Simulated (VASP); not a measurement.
A run of VASP 6.6.1 is set up as follows.

The input INCAR:

```
PREC = Accurate
ENCUT = 600
EDIFF = 1E-7
ISMEAR = 0
SIGMA = 0.02
LREAL = False
LASPH = True
NELM = 80
ALGO = Normal
ISIF = 3
LWAVE = False
LCHARG = False
GGA = CA
IBRION = 2
NSW = 90
EDIFFG = -0.005
```

Contents of KPOINTS:

```
regular mesh
0
Gamma
  10 10 10
```

The input POSCAR:

```
LiF
1.0
    0.0000000000      2.0417135700      2.0417135700
    2.0417135700      0.0000000000      2.0417135700
    2.0417135700      2.0417135700      0.0000000000
Li F
1 1
Direct
    0.0000000000      0.0000000000      0.0000000000
    0.5000000000      0.5000000000      0.5000000000
```

Potentials or basis: VASP PAW LDA potentials, release 64 (Li_sv, F).

Run with:

```console
$ cat potpaw_LDA.64/Li_sv/POTCAR potpaw_LDA.64/F/POTCAR > POTCAR
$ mpirun -np 1 vasp_std > vasp.out
```

(1) Estimate the band gap on the k mesh.

(2) What does it give for the space group after relaxing (to 0.05 Å)?

(3) Predict the relaxed cell.

(4) Estimate the relaxed volume.

## Answers

(1) 9.79 eV, direct.

(2) Fm-3m (No. 225).

(3) a = 2.754 Å, b = 2.754 Å, c = 2.754 Å, α = 60.00°, β = 60.00°, γ = 60.00°.

(4) 7.39 Å³/atom.

Caveat: the cutoff is under 1.25 times the usual one of these potentials, so pressure, stress and relaxed cells hold a basis-set (Pulay) error.
